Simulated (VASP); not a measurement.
# Pb (Fm-3m) in VASP: settings compared, part 2 of 2

VASP 6.6.1.

## (6) Relaxation of cell and atoms, HSE06

The input, POSCAR:

```
Pb
1.0
    0.0000000000      2.4750200000      2.4750200000
    2.4750200000      0.0000000000      2.4750200000
    2.4750200000      2.4750200000      0.0000000000
Pb
1
Direct
    0.0000000000      0.0000000000      0.0000000000
```

The input, INCAR.step1:

```
ALGO = Normal
EDIFF = 1E-5
ENCUT = 600
GGA = PE
ISMEAR = -1
LASPH = T
LCHARG = F
LREAL = F
LWAVE = T
NELM = 80
PREC = Accurate
SIGMA = 0.05
```

The input, INCAR.step2:

```
ALGO = Normal
EDIFF = 1E-6
EDIFFG = -0.005
ENCUT = 600
GGA = PE
HFSCREEN = 0.2
IBRION = 2
ISIF = 3
ISMEAR = -1
ISTART = 1
LASPH = T
LCHARG = F
LHFCALC = T
LREAL = F
LWAVE = F
NELM = 80
NSW = 40
PREC = Accurate
PRECFOCK = Fast
SIGMA = 0.05
```

The input, KPOINTS:

```
k-points
0
Gamma
  5 5 5
```

Potentials or basis: VASP PAW PBE potentials, release 64 (Pb_d).

On the command line:

```sh
cat potpaw_PBE.64/Pb_d/POTCAR > POTCAR
cp INCAR.step1 INCAR
mpirun -np 1 vasp_std > vasp.out
cp INCAR.step2 INCAR
mpirun -np 1 vasp_std > vasp.out
```

OUTCAR:

```text
EDIFF = 1E-6
   EDIFFG = -0.005
   ENCUT = 600
   GGA = PE
   HFSCREEN = 0.2
   IBRION = 2
   ISIF = 3
   ISMEAR = -1
   ISTART = 1
   LASPH = T
   LHFCALC = T
   LREAL = F
   NELM = 80
   NSW = 40
   PREC = Accurate
   PRECFOCK = Fast

 ion  position               nearest neighbor table
   1  0.000  0.000  0.000-

  LATTYP: Found a face centered cubic cell.
 ALAT       =     4.9500400000

  Lattice vectors:

 A1 = (   0.0000000000,   2.4750200000,   2.4750200000)
 A2 = (   2.4750200000,   0.0000000000,   2.4750200000)
 A3 = (   2.4750200000,   2.4750200000,   0.0000000000)

Analysis of symmetry for initial positions (statically):
=====================================================================
 Subroutine PRICEL returns:
 Original cell was already a primitive cell.

 Routine SETGRP: Setting up the symmetry group for a
 face centered cubic supercell.

 Subroutine GETGRP returns: Found 48 space group operations
 (whereof 48 operations were pure point group operations)
 out of a pool of 48 trial point group operations.

The static configuration has the point symmetry O_h .

Analysis of symmetry for dynamics (positions and initial velocities):
=====================================================================
 Subroutine PRICEL returns:
 Original cell was already a primitive cell.

 Routine SETGRP: Setting up the symmetry group for a
 face centered cubic supercell.

 Subroutine GETGRP returns: Found 48 space group operations
 (whereof 48 operations were pure point group operations)
 out of a pool of 48 trial point group operations.

The dynamic configuration has the point symmetry O_h .

 Subroutine INISYM returns: Found 48 space group operations
 (whereof 48 operations are pure point group operations),
 and found     1 'primitive' translations

----------------------------------------------------------------------------------------

                                     Primitive cell

  volume of cell :      30.3226

  direct lattice vectors                    reciprocal lattice vectors
     0.000000000  2.475020000  2.475020000    -0.202018570  0.202018570  0.202018570
     2.475020000  0.000000000  2.475020000     0.202018570 -0.202018570  0.202018570
     2.475020000  2.475020000  0.000000000     0.202018570  0.202018570 -0.202018570

  length of vectors
     3.500206851  3.500206851  3.500206851     0.349906427  0.349906427  0.349906427

  position of ions in fractional coordinates (direct lattice)
     0.000000000  0.000000000  0.000000000

  ion indices of the primitive-cell ions
   primitive index   ion index
                 1           1

----------------------------------------------------------------------------------------

 KPOINTS: k-points

Automatic generation of k-mesh.
 Grid dimensions read from file:
 generate k-points for:    5    5    5

 Generating k-lattice:

  Cartesian coordinates                     Fractional coordinates (reciprocal lattice)
    -0.040403714  0.040403714  0.040403714     0.200000000  0.000000000  0.000000000
     0.040403714 -0.040403714  0.040403714     0.000000000  0.200000000  0.000000000
     0.040403714  0.040403714 -0.040403714     0.000000000  0.000000000  0.200000000

  Length of vectors
     0.069981285  0.069981285  0.069981285

  Shift w.r.t. Gamma in fractional coordinates (k-lattice)
     0.000000000  0.000000000  0.000000000

 Subroutine IBZKPT returns following result:
 ===========================================

 Found     10 irreducible k-points:

 Following reciprocal coordinates:
            Coordinates               Weight
  0.000000  0.000000  0.000000      1.000000
  0.200000  0.000000  0.000000      8.000000
  0.400000  0.000000  0.000000      8.000000
  0.200000  0.200000  0.000000      6.000000
  0.400000  0.200000  0.000000     24.000000
 -0.400000  0.200000  0.000000     24.000000
 -0.200000  0.200000  0.000000     12.000000
  0.400000  0.400000  0.000000      6.000000
 -0.400000  0.400000  0.000000     12.000000
 -0.400000  0.400000  0.200000     24.000000
   k-points           NKPTS =     10   k-points in BZ     NKDIM =    125   number of bands    NBANDS=     11
   number of dos      NEDOS =    301   number of ions     NIONS =      1
   total plane-waves  NPLWV =  21952
   dimension x,y,z NGX =    28 NGY =   28 NGZ =   28
   dimension x,y,z NGXF=    56 NGYF=   56 NGZF=   56
   ions per type =               1
   NGX,Y,Z   is equivalent  to a cutoff of  13.30, 13.30, 13.30 a.u.
   NGXF,Y,Z  is equivalent  to a cutoff of  26.60, 26.60, 26.60 a.u.
 SYSTEM =  unknown system
   PREC   = accura    normal or accurate (medium, high low for compatibility)
   ISTART =      1    job   : 0-new  1-cont  2-samecut
   ICHARG =      0    charge: 1-file 2-atom 10-const
   ISPIN  =      1    spin polarized calculation?
   LNONCOLLINEAR =      F non collinear calculations
   LSORBIT =      F    spin-orbit coupling
   LASPH  =      T    aspherical Exc in radial PAW
   ENCUT  =  600.0 eV  44.10 Ry    6.64 a.u.   6.99  6.99  6.99*2*pi/ulx,y,z
   NELM   =     80;   NELMIN=  2; NELMDL=  0     # of ELM steps
   EDIFF  = 0.1E-05   stopping-criterion for ELM
   LREAL  =      F    real-space projection
   EDIFFG = -.5E-02   stopping-criterion for IOM
   NSW    =     40    number of steps for IOM
   IBRION =      2    ionic relax: 0-MD 1-quasi-New 2-CG
   NFREE  =      1    steps in history (QN), initial steepest desc. (CG)
   ISIF   =      3    stress and relaxation
   ISYM   =      3    0-nonsym 1-usesym 2-fastsym
   POTIM  = 0.5000    time-step for ionic-motion
   TEBEG  =    0.0;   TEEND  =   0.0 temperature during run
   PSTRESS=    0.0 pullay stress
   NELECT =      14.0000    total number of electrons
   NUPDOWN=      -1.0000    fix difference up-down
   EMIN   =  10.00;   EMAX   =-10.00  energy-range for DOS
   EFERMI =   0.00;   METHOD = LEGACY
   ISMEAR =    -1;   SIGMA  =   0.05  broadening in eV -4-tet -1-fermi 0-gaus
   EFERMI_NEDOS =   21; number of points for ismear=-14 and -15
   IALGO  =     38    algorithm
   IMIX   =      1    mixing-type and parameters
     AMIX     =   0.40;   BMIX     =  1.00
     AMIX_MAG =   1.60;   BMIX_MAG =  1.00
  volume/ion in A,a.u.               =      30.32       204.63
  Fermi-wavevector in a.u.,A,eV,Ry     =   1.265306  2.391081 21.782907  1.600999
  Thomas-Fermi vector in A             =   2.398566
   LORBIT       =      0    0 simple, 1 ext, 2 COOP (PROOUT), +10 PAW based schemes
   GGA     = PE    functional components
   LHFCALC =     T    Hartree Fock is set to
   PRECFOCK=fast      Normal, Fast or Accurate (Low or Medium for compatibility)
   ENCUT4O =  -1.0   cutoff for four orbital integrals eV
   NKREDX  =     1    reduce k-point grid by
   NKREDY  =     1    reduce k-point grid by
   NKREDZ  =     1    reduce k-point grid by
   AEXX    =    0.2500 exact exchange contribution
   HFSCREEN=    0.2000 screening length (either q_TF or 0.3 A-1)
   HFSCREENC=   0.2000 screening length for correlation (either q_TF or 0.3 A-1)
   ENCUTFOCK=  -1.0 apply spherical cutoff to Coloumb kernel
   IVDW    =     0    specifies the selected vdW correction
   LEPSILON=     F    determine dielectric tensor
   LRPA    =     F    only Hartree local field effects (RPA)
 conjugate gradient relaxation of ions
 non-spin polarized calculation
  energy-cutoff  :      600.00
  volume of cell :       30.32
 maximum number of plane-waves:      1031
  NGX = 16; NGY = 16; NGZ = 16

--------------------------------------- Ionic step        1  -------------------------------------------

 number of electron      13.9999999 magnetization

 Free energy of the ion-electron system (eV)
  ---------------------------------------------------
  ext. energy  EPLUGINS =         0.00000000
  ---------------------------------------------------
  free energy    TOTEN  =        -4.06206877 eV

  energy without entropy =       -4.04929294  energy(sigma->0) =       -4.05568085

------------------------ aborting loop because EDIFF is reached ----------------------------------------

  FORCE on cell =-STRESS in cart. coord.  units (eV):
  Direction    XX          YY          ZZ          XY          YZ          ZX
  --------------------------------------------------------------------------------------
  -------------------------------------------------------------------------------------
  Total        0.0833895      0.0833895      0.0833895      0.0000000      0.0000000      0.0000000
  in kB        4.4061133      4.4061133      4.4061133      0.0000000      0.0000000      0.0000000
  external PRESSURE =       4.4061133 kB  Pullay stress =       0.0000000 kB
[... 265 lines left out ...]
  energy  without entropy=       -4.0497807518  energy(sigma->0) =       -4.05617229

--------------------------------------- Ionic step        9  -------------------------------------------

 number of electron      14.0000000 magnetization

 Free energy of the ion-electron system (eV)
  ---------------------------------------------------
  ext. energy  EPLUGINS =         0.00000000
  ---------------------------------------------------
  free energy    TOTEN  =        -4.06255796 eV

  energy without entropy =       -4.04977416  energy(sigma->0) =       -4.05616606

 E-fermi :   6.7383     XC(G=0):  -8.3916

 val. band max:        6.7126060707   @ k =  -0.4000   0.4000   0.2000
 cond. band min:       7.3720257708   @ k =  -0.2000   0.2000   0.0000
 fundamental gap:      0.6594197001
 Fermi energy:         6.7382719424

 k-point     1 :       0.0000    0.0000    0.0000
  band No.  band energies     occupation
      1     -11.9559      2.00000
      2     -11.9559      2.00000
      3     -11.9559      2.00000
      4     -11.8131      2.00000
      5     -11.8131      2.00000
      6      -5.9480      2.00000
      7      15.1805      0.00000
      8      15.1805      0.00000
      9      15.1805      0.00000
     10      17.5610      0.00000
     11      19.0757      0.00000
[... 152 lines left out ...]
  FREE ENERGIE OF THE ION-ELECTRON SYSTEM (eV)
  ---------------------------------------------------
  free  energy   TOTEN  =        -4.0625579595 eV

  energy  without entropy=       -4.0497741645  energy(sigma->0) =       -4.05616606

 reached required accuracy - stopping structural energy minimisation
```

Wall time 8.1 min (1 thread of Intel Xeon 6975P-C (Granite Rapids), shared host); peak memory 0.27 GiB.

What came out:

| Item | Value |
| --- | --- |
| Free energy | -4.0626 eV |
| Relaxed volume | 30.67 Å³/atom |
| Relaxed cell | a = 3.514 Å, b = 3.514 Å, c = 3.514 Å, α = 60.00°, β = 60.00°, γ = 60.00° |
| Space group after relaxing (to 0.05 Å) | Fm-3m (No. 225) |
| Energy gained by relaxing | 0.5 meV/atom |
| Ionic steps | 9 |
| Pressure after relaxing | 0.0 GPa |
| Band gap on the k mesh | none (metal or under the smearing width) |

Step by step:
```
step  energy change (eV)  largest force (eV/Å)  pressure (GPa)  volume (Å³)
   1              0.0000                0.0000            0.44        30.32
   2             -0.0005                0.0000            0.09        30.69
   3             -0.0004                0.0000           -0.10        30.79
   4             -0.0004                0.0000           -0.24        30.73
   5             -0.0005                0.0000           -0.17        30.70
   6             -0.0005                0.0000            0.06        30.55
   7             -0.0005                0.0000            0.14        30.59
   8             -0.0005                0.0000            0.11        30.64
   9             -0.0005                0.0000            0.02        30.67
```

Final structure:
```
Pb
1.0
     0.00000    2.48450    2.48450
     2.48450    0.00000    2.48450
     2.48450    2.48450    0.00000
Pb
1
Direct
  0.00000 0.00000 0.00000
```

Caveat: the k mesh is coarse (spacing up to 0.44 Å⁻¹), so the values aren't converged, least of all with exact exchange; the PAW data sets were made with another functional, which shifts forces and pressure a little. The run has no spin-orbit coupling, so splittings on Pb are missing.

## (7) Summary

```csv
task,level,potentials or basis,cell,k mesh,cutoff (eV),smearing,grid for exact exchange (PRECFOCK),screening parameter,mesh quality,gap on the mesh (eV),pressure (GPa)
single point,RPBE,"VASP PAW PBE potentials, release 54 (Pb_d)",as given,9 × 9 × 9,520,gaussian 0.05 eV,-,-,not flagged,none,3.8
single point,PBE,"VASP PAW PBE potentials, release 64 (Pb_d)",as given,9 × 9 × 9,520,gaussian 0.017 eV,-,-,not flagged,none,2.2
relaxation of cell and atoms,HSE06,"VASP PAW PBE potentials, release 64 (Pb_d)",relaxed,5 × 5 × 5,600,fermi-dirac 0.05 eV,Fast,0.2 1/A,coarse,none,0.0
```

Alike in all rows: no spin polarisation.

Caveats: some runs use coarse meshes; the PAW data sets were made with another functional, which shifts forces and pressure a little (some runs).

Absolute energies hang on the potentials; compare differences alone.
